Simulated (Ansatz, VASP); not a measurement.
# NaF in VASP and in Ansatz

```
Na F
1.0
     3.78910    0.00000    0.00000
    -1.89455    3.28146    0.00000
     0.00000    0.00000    4.45850
Na F
2 2
Direct
  0.33333 0.66667 0.25000
  0.66667 0.33333 0.75000
  0.66667 0.33333 0.25000
  0.33333 0.66667 0.75000
```

Alike in both runs: task single point; functional r2SCAN; k mesh 6 × 6 × 6; no spin polarisation.

```csv
,VASP,Ansatz
version,VASP 6.6.1,Ansatz 0.2.0
potentials or method,"VASP PAW PBE potentials, release 64 (Na_pv, F)","plane waves, PAW"
plane-wave cutoff (eV),520,500
occupations,"gaussian, width 0.01 eV",fixed
valence electrons in the cell,28,32
```

```tsv
	VASP	Ansatz	Ansatz less VASP
gap on the k mesh at the Fermi level (eV)	6.55	6.53	-0.014
pressure (GPa)	2.8	3.1	+0.24
largest component of the traceless stress (GPa)	0.30	0.35	+0.048
```

The two sets of potentials don't hold the same shells in valence.

Caveats: the PAW data sets were made with another functional, which shifts forces and pressure a little (VASP). r2SCAN opens gaps a little over a GGA but as a rule still falls short of measured ones. A k mesh can miss the band edges.
